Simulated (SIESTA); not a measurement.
The system is Rh.

```
Rh
1.0
     0.00000    1.89785    1.89785
     1.89785    0.00000    1.89785
     1.89785    1.89785    0.00000
Rh
1
Direct
  0.00000 0.00000 0.00000
```

Base run:

```yaml
Program: SIESTA 5.4.2
Functional: BLYP
Potentials_or_basis: PseudoDojo 0.4 standard (PBE files)
Basis: DZP (energy shift 0.002 Ry)
Grid_cutoff: 800 Ry
Energy_shift: 0.002 Ry
k_mesh: 12 × 12 × 12
Occupations: fermi-dirac, width 0.05 eV
Spin: no spin polarisation
```

Its results: band gap on the k mesh none (metal or under the smearing width); pressure 24.1 GPa.

Q: The run is repeated on the same cell with these changes: functional from BLYP to PBEsol; potentials or basis from PseudoDojo 0.4 standard (PBE files) to PseudoDojo 0.4 standard (PBEsol files). What comes out?

A: Band gap on the k mesh none (metal or under the smearing width); pressure -0.8 GPa.

Caveats: semicore shells carry a single zeta, which can move pressures by several GPa and volumes by a few percent; the basis of atomic orbitals isn't converged, which shifts pressures, moduli and gaps; so large a pressure means that the cell lies far from this level's equilibrium, or that cutoff or potentials fall short (some runs); the potentials were made for another functional, which shifts forces and pressure (some runs).

Not every run made on this cell is shown here.
